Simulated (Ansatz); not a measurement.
Sn:

```
CELL_PARAMETERS angstrom
-2.02919 2.02919 1.66076
2.02919 -2.02919 1.66076
2.02919 2.02919 -1.66076
ATOMIC_POSITIONS crystal
Sn 0.00000 0.00000 0.00000
```

This isn't the form of Sn at room conditions, which is tetragonal (white tin).

* Program: Ansatz 0.2.0
* Task: relaxation of cell and atoms
* Functional: PBE
* Dispersion: D3(BJ)
* Potentials or basis: Ansatz PAW
* Cutoff: 420 eV (not typed: the program's choice for these potentials)
* k mesh: 10 × 10 × 10
* Occupations: fermi-dirac, width 0.05 eV
* Spin: no spin polarisation

At the start: volume 27.35 Å³/atom.

Q: Where does the relaxation end?

A: It ends after 4 steps and the volume is 26.52 Å³/atom (-3.0 %); space group I4/mmm (No. 139, to 0.05 Å).

The path:
```csv
step,energy change (eV),largest force (eV/Å),volume (Å³)
1,0.0000,0.0000,27.35
2,-0.0050,0.0000,26.52
3,-0.0051,0.0000,26.52
4,-0.0049,0.0000,26.52
```

Final structure:
```
Sn
1.0
    -1.99687    1.99687    1.66277
     1.99687   -1.99687    1.66277
     1.99687    1.99687   -1.66277
Sn
1
Cartesian
  0.0000 0.0000 0.0000
```

Caveat: the plane-wave basis is chosen anew once the cell has moved, so the energies of steps on either side of that aren't comparable; pairwise dispersion overbinds metals, which lowers pressure and volume.
